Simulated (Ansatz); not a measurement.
A 5-atom cell of BaTiO3 started from a crystallographic database, relaxed with r2SCAN in Ansatz. The symmetry is P4mm (No. 99, tetragonal); a = 3.972 Å, c = 4.112 Å in the conventional setting, 12.98 Å³ an atom. Around Ba lie 12 O at 2.79–2.92 Å; around Ti lie 6 O at 1.82–2.29 Å; around O lie 2 Ti at 1.82–2.29 Å and 4 Ba at 2.81 Å; around O lie 2 Ti at 1.99 Å and 4 Ba at 2.79–2.92 Å.

The axes x, y and z are those of this cell:
```
Ba Ti O
1.0
     3.97237    0.00000    0.00000
     0.00000    3.97237    0.00000
     0.00000    0.00000    4.11223
Ba Ti O
1 1 3
Direct
  0.00000 0.00000 0.99564
  0.50000 0.50000 0.47753
  0.50000 0.50000 0.03455
  0.50000 0.00000 0.51764
  0.00000 0.50000 0.51764
```

Unstrained: With PBE the valence top lies at k = (-1/2, -1/2, 0.479) and the conduction bottom at Γ, 1.870 eV higher; the smallest vertical gap, at Γ, is 2.334 eV. With r2SCAN the valence top lies at A and the conduction bottom at Γ, 2.228 eV higher; the smallest vertical gap, at Γ, is 2.701 eV. HSE06 gives an indirect gap of 3.310 eV, from k = (-1/2, -1/2, 0.479) to Γ; the least direct gap is 3.769 eV at Γ. Meshes: PBE 6×6×6, r2SCAN 6×6×6, HSE06 4×4×4. Strains are changes of length per length. After each strain the atoms were relaxed again with r2SCAN within the symmetry that the strain leaves, so tilts or polar shifts that break it weren't tested; points keep the names that they have in the unstrained zone. Calculated for a static, non-magnetic cell.

Task: Apply uniaxial -2.74 % along y, other directions held. How far does the gap move, against the unstrained cell?

Result: PBE: the gap goes from 1.870 to 1.916 eV (+0.046 eV); the edges go from (-1/2, -1/2, 0.479) → Γ to (-1/2, -1/2, 0.495) → Γ. r2SCAN: the gap goes from 2.228 to 2.285 eV (+0.057 eV). HSE06: the gap goes from 3.310 to 3.371 eV (+0.061 eV); the edges go from (-1/2, -1/2, 0.479) → Γ to (-1/2, -1/2, 0.495) → Γ. The r2SCAN energy rises by 9.8 meV an atom.

Task: Estimate what uniaxial -1.17 % along x, other directions held does to the gap.

Result: PBE: the gap goes from 1.870 to 1.889 eV (+0.019 eV); the edges go from (-1/2, -1/2, 0.479) → Γ to A → Γ. r2SCAN: the gap goes from 2.228 to 2.252 eV (+0.024 eV). HSE06: the gap goes from 3.310 to 3.335 eV (+0.025 eV); the edges go from (-1/2, -1/2, 0.479) → Γ to A → Γ. The r2SCAN energy rises by 1.7 meV an atom.

Task: Apply isotropic -2.37 % on every length. How far does the gap move, against the unstrained cell?

Result: PBE: the gap goes from 1.870 to 1.965 eV (+0.095 eV); the edges go from (-1/2, -1/2, 0.479) → Γ to (-1/2, -1/2, 0.490) → Γ. r2SCAN: the gap goes from 2.228 to 2.341 eV (+0.113 eV). HSE06: the gap goes from 3.310 to 3.414 eV (+0.104 eV); the edges go from (-1/2, -1/2, 0.479) → Γ to (-1/2, -1/2, 0.490) → Γ. The r2SCAN energy rises by 32.7 meV an atom.

Spin-orbit coupling is left out.

Where an edge lies off the special points, it is a point of the mesh or the k point where a search put PBE's edge or least direct gap, reused for the other functionals, whose own edges may lie a little apart.

Coordinates of k points refer to the reciprocal vectors of the primitive cell of the runs.

The meshes of the hybrids are coarse, so their gaps aren't converged to the digits shown.
